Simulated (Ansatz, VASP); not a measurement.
# One calculation of GaP, two programs

File INCAR:

```
SYSTEM = GaP
PREC = Accurate ; ENCUT = 520
EDIFF = 1E-6 ; ISMEAR = 0
SIGMA = 0.02 ; LREAL = .FALSE.
LASPH = .TRUE. ; NELM = 80
ALGO = Normal ; ISIF = 2
LWAVE = .FALSE. ; LCHARG = .FALSE.
GGA = PE ; NBANDS = 16
```

The input KPOINTS:

```
regular mesh
0
G
  8 8 8
  0 0 0
```

Contents of POSCAR:

```
GaP
1.0
    0.0000000000      2.7926770607      2.7926770607
    2.7926770607      0.0000000000      2.7926770607
    2.7926770607      2.7926770607      0.0000000000
Ga P
1 1
Direct
    0.0000000000      0.0000000000      0.0000000000
    0.2500000000      0.2500000000      0.2500000000
```

Input for Ansatz:

```yaml
crystal:
  lattice:
    - [0.0, 2.7926770607, 2.7926770607]
    - [2.7926770607, 0.0, 2.7926770607]
    - [2.7926770607, 2.7926770607, 0.0]
  atoms:
    - { symbol: Ga, position: [0.0, 0.0, 0.0] }
    - { symbol: P, position: [0.25, 0.25, 0.25] }
basis:
  ecutwfc: 420
kpoints:
  mp_grid: { grid: [8, 8, 8] }
  band_path: { path: [VBM, CBM], npoints: 2 }
hamiltonian:
  xc: pbe
scf:
  occupations: { method: gaussian, width: 0.02 }
output:
  forces: true
  stress: true
  eigenvalues: true
checkpoint:
  read: start.run
  write: ck
  compress: false
  write_wavefunctions: false
  write_every: 100000
```

Alike in both runs: task single point; functional PBE; k mesh 8 × 8 × 8; occupations gaussian, width 0.02 eV; no spin polarisation.

```csv
,VASP,Ansatz
version,VASP 6.6.1,Ansatz 0.2.0
potentials or method,"VASP PAW PBE potentials, release 64 (Ga_d, P)","scalar-relativistic, plane waves, PAW"
plane-wave cutoff (eV),520,420
valence electrons in the cell,18,18
```

```csv
,VASP,Ansatz,Ansatz less VASP
gap on the k mesh at the Fermi level (eV),1.23,1.23,+0.004
least direct gap on the mesh (eV),1.23,1.23,+0.004
pressure (GPa),-3.0,-3.0,+0.05
```

The functional is the same, so the differences come from potentials, cutoffs and numerics.

A k mesh can miss the band edges. Expect the measured gap to be larger: semilocal functionals such as PBE lack the derivative discontinuity.
